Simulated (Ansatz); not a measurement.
# Coordination and ¹⁸¹Ta quadrupole coupling in TaN at a changed volume

Cell: an entry of the Crystallography Open Database (COD), relaxed with PBE at fixed cell and then changed (volume scaled by 0.94, ions relaxed).

Space group P6/mmm (No. 191); a = 5.0792, c = 2.8486 Å, γ = 120.00°.

| site | Wyckoff | site symmetry | x | y | z |
| --- | --- | --- | --- | --- | --- |
| Ta1 | 1a | 6/mmm | 0.0000 | 0.0000 | 0.0000 |
| Ta2 | 2d | -6m2 | 0.3333 | 0.6667 | 0.5000 |
| N | 3f | mmm | 0.5000 | 0.0000 | 0.0000 |

One atom of each set is listed.

All values are calculated (Ansatz; DFT, PBE, plane waves and PAW, scalar-relativistic, collinear spin, 420 eV cutoff, Γ-centred 10×10×16 k-points, Fermi–Dirac smearing 0.05 eV), not measured. Start moments as typed (μB): 2 on each Ta, none on the rest.

Q(¹⁸¹Ta) = 3170 mb.

Q: Order the Ta environments from the weakest to the strongest quadrupole coupling.
A. Ta2: 6 N at 2.04 Å
B. Ta1: 6 N at 2.54 Å

A: A (3216 MHz, η = 0.00), B (3596 MHz, η = 0.00).

An axis of threefold or higher order runs through Ta2 and Ta1, so V_zz lies along it and η is zero.

The run finds no gap above 0.1 eV (a metal, or nearly one), so the gradients can move by 10 % or more with the k-mesh. Without spin–orbit coupling the gradients at and beside Ta can be off by some per cent, at some sites by more. With these PAW files V_zz is typically within 2 to 3 % of all-electron values, but misses above 10 % occur on Ta. At this changed cell the PBE pressure is 34 GPa. The start moments die out, and the run ends without spin.
